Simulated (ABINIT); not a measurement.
Crystal: Yb.

```
Yb
1.0
    -2.15148    2.15148    2.15148
     2.15148   -2.15148    2.15148
     2.15148    2.15148   -2.15148
Yb
1
Direct
  0.00000 0.00000 0.00000
```

This isn't the form of Yb at room conditions, which is fcc.

Base run:

| Item | Value |
| --- | --- |
| Program | ABINIT 10.8.3 (patched build) |
| Functional | r2SCAN |
| Potentials or basis | JTH PAW PBE v2.0 |
| Cutoff | 653 eV |
| k mesh | 9 × 9 × 9 |
| Occupations | fermi-dirac, width 0.05 eV |
| Spin | collinear spin, ferromagnetic start |
| Starting moments | [1.0] μB |

Its results: band gap on the k mesh none (metal or under the smearing width); pressure -3.4 GPa; net moment 0.00 μB per cell.

The run is repeated on the same cell with these changes: potentials or basis from JTH PAW PBE v2.0 to Ansatz PAW PBE default generated set, frozen core; cutoff from 653 eV to 490 eV; fine-grid cutoff from 1251.72 eV to 979.61 eV. What comes out?

Band gap on the k mesh none (metal or under the smearing width); pressure -2.7 GPa; net moment 0.00 μB per cell.

Caveats: the PAW data sets were made with another functional, which shifts forces and pressure a little; spin-orbit coupling is left out, which moves the levels of the heavy elements.
